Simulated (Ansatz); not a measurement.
Set up this calculation in Ansatz 0.2.0, as the native input.

| Item | Value |
| --- | --- |
| Task | band structure |
| Functional | LDA |
| Potentials or basis | all-electron LAPW, scalar-relativistic |
| Cutoff | 224 eV (chosen from the basis error) |
| Basis error allowed | 0.001 eV/atom |
| k mesh | 11 × 11 × 11 |
| Occupations | fermi-dirac, width 0.05 eV |
| Spin | no spin polarisation |

The system is Ti.

```
Ti
1.0
     0.00000    2.03000    2.03000
     2.03000    0.00000    2.03000
     2.03000    2.03000    0.00000
Ti
1
Direct
  0.00000 0.00000 0.00000
```

This isn't the form of Ti at room conditions, which is hcp.

These files were run (other wordings do the same):

input.yaml

```yaml
crystal:
  lattice:
    - [0.0, 2.03, 2.03]
    - [2.03, 0.0, 2.03]
    - [2.03, 2.03, 0.0]
  atoms:
    - { symbol: Ti, position: [0.0, 0.0, 0.0] }
kpoints:
  mp_grid: { grid: [11, 11, 11] }
  band_path:
    path:
      - [0.0, 0.0, 0.0]
      - [0.5, 0.0, 0.5]
      - [0.5, 0.25, 0.75]
      - [0.375, 0.375, 0.75]
      - [0.0, 0.0, 0.0]
      - [0.5, 0.5, 0.5]
      - [0.625, 0.25, 0.625]
      - [0.5, 0.25, 0.75]
    npoints: 6
scf:
  occupations: { method: fermi_dirac, width: 0.05 }
hamiltonian:
  xc: lda
  pseudopotentials: { kind: all_electron, lapw: { basis_error: 0.001 } }
output:
  forces: true
  stress: true
  eigenvalues: true
```

Potentials or basis: all-electron LAPW, scalar-relativistic.

Run with:

```console
$ ansatz run input.yaml --threads 1 --pin off --max-ram 3072MiB --backend cpu --events-out ev --progress --plain --runs-dir out
```

Results of the run:

```
Pressure                : -5.1 GPa
Band gap along the path : none (metal or under the smearing width)
```

It took 2.7 s on 1 thread of AMD EPYC 7R13 Processor (Zen 3), on a shared host, peak memory 0.26 GiB.
